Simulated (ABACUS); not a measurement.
## FePt (Tetraferroplatinum) in ABACUS: convergence with k mesh

FePt (Tetraferroplatinum):

```xyz
2
Lattice="2.7235 0.0000 0.0000 0.0000 2.7235 0.0000 0.0000 0.0000 3.7200" Properties=species:S:1:pos:R:3 pbc="T T T"
Pt    1.3493    1.3427    1.8594
Fe    0.0280   -0.0351    0.0137
```

The cell isn't the ideal one: atoms moved at random.

```yaml
Program: ABACUS 3.10.1
Task: convergence study
Functional: PBEsol
Potentials_or_basis: SPMS ONCV 1.0 PBE
Cutoff: 1225 eV
Density_cutoff: 4898 eV
Basis: plane waves
k_mesh: 1 × 1 × 1
Occupations: fermi-dirac, width 0.1 eV
Spin: collinear spin, ferromagnetic start
Starting_moments: "[0.0, 3.0] μB"
```

These are the settings of the first run; the series varies k mesh, with any setting tied to it.

Hardware: 4 MPI ranks on Intel(R) Xeon(R) Platinum 8175M CPU @ 2.50GHz (Skylake/Cascade Lake), on a shared host.

Problem. The values tried are 1 × 1 × 1, 2 × 2 × 2, 3 × 3 × 2, 4 × 4 × 3, 5 × 5 × 4, 6 × 6 × 5, 8 × 8 × 7, 9 × 9 × 8, loosest first. From which on does the largest force stay within 0.005 eV/Å of the tightest run that finished?

Solution. From 5 × 5 × 4 on.

```csv
k mesh,"energy less the tightest run, at zero smearing (meV/atom)",pressure (GPa),largest force (eV/Å),absolute moment (μB),SCF cycles,CPU time (s)
1 × 1 × 1,-1905.60,12.28,0.215,3.65,23,18
2 × 2 × 2,1426.49,-11.95,0.496,0.00,42,89
3 × 3 × 2,14.71,-1.25,0.225,3.83,13,43
4 × 4 × 3,-26.73,-5.99,0.220,3.46,14,79
5 × 5 × 4,36.42,-3.25,0.205,3.66,16,160
6 × 6 × 5,-9.65,-6.01,0.205,3.44,14,250
8 × 8 × 7,-7.04,-5.90,0.212,3.45,15,640
9 × 9 × 8,0.00,-5.80,0.209,3.43,14,800
```

Against the tightest run, the pressure stays within 0.1 GPa from 8 × 8 × 7 on; the absolute moment stays within 0.02 μB from 6 × 6 × 5 on. Not settled before the last step: the energy (to 1 meV/atom). Meshes of other sizes hit other points, so gaps and Fermi surfaces needn't settle smoothly. The tightest run that finished is the yardstick and may itself not be fully converged.

Caveat, for the tightest run too: the potentials were made for another functional, which shifts forces and pressure. Spin-orbit coupling is left out, which matters for the levels of Pt.
